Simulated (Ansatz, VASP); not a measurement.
Two plane-wave programs on MgO

File INCAR:

```
PREC = Accurate ; ENCUT = 520
EDIFF = 1E-8 ; ISMEAR = -1
SIGMA = 0.01 ; LREAL = F
LASPH = T ; NELM = 80
ALGO = Normal ; ISIF = 2
LWAVE = F ; LCHARG = F
GGA = PE ; LEFG = T
NBANDS = 11
```

File KPOINTS:

```
regular mesh
0
Gamma
  10 10 10
```

Contents of POSCAR:

```
MgO
1.0
    0.0000000000      2.1701586813      2.1701586813
    2.1701586813      0.0000000000      2.1701586813
    2.1701586813      2.1701586813      0.0000000000
Mg O
1 1
Direct
    0.0000000000      0.0000000000      0.0000000000
    0.5000000000      0.5000000000      0.5000000000
```

Input for Ansatz:

```yaml
crystal:
  lattice:
    - [0.0, 2.1701586813, 2.1701586813]
    - [2.1701586813, 0.0, 2.1701586813]
    - [2.1701586813, 2.1701586813, 0.0]
  atoms:
    - { symbol: Mg, position: [0.0, 0.0, 0.0] }
    - { symbol: O, position: [0.5, 0.5, 0.5] }
kpoints:
  mp_grid: { grid: [10, 10, 10] }
scf:
  occupations: { method: fermi_dirac, width: 0.01 }
hamiltonian:
  xc: pbe
  pseudopotentials: { kind: paw }
output:
  forces: true
  stress: true
  eigenvalues: true
  efg: { contact_densities: true }
```

Change from the starting cell: volume scaled by 1.05, PAW files.

Alike in both runs: task electric field gradients; functional PBE; k mesh 10 × 10 × 10; occupations fermi-dirac, width 0.01 eV; no spin polarisation.

```csv
,VASP,Ansatz
version,VASP 6.6.1,Ansatz 0.2.0
potentials or method,"VASP PAW PBE potentials, release 64 (Mg, O)","PAW with Ansatz's default frozen-core files, scalar-relativistic"
plane-wave cutoff (eV),520,420
valence electrons in the cell,8,16
```

|  | VASP | Ansatz | Ansatz less VASP |
| --- | --- | --- | --- |
| gap on the k mesh at the Fermi level (eV) | 3.90 | 3.92 | +0.020 |
| pressure (GPa) | -8.7 | -8.0 | +0.73 |
| Vzz of the field gradient on the site that differs most (V/Å²) | 0.0 | 0.0 | 0.00 |

The functional is the same, so the differences come from potentials, cutoffs and numerics. The two sets of potentials don't hold the same shells in valence.
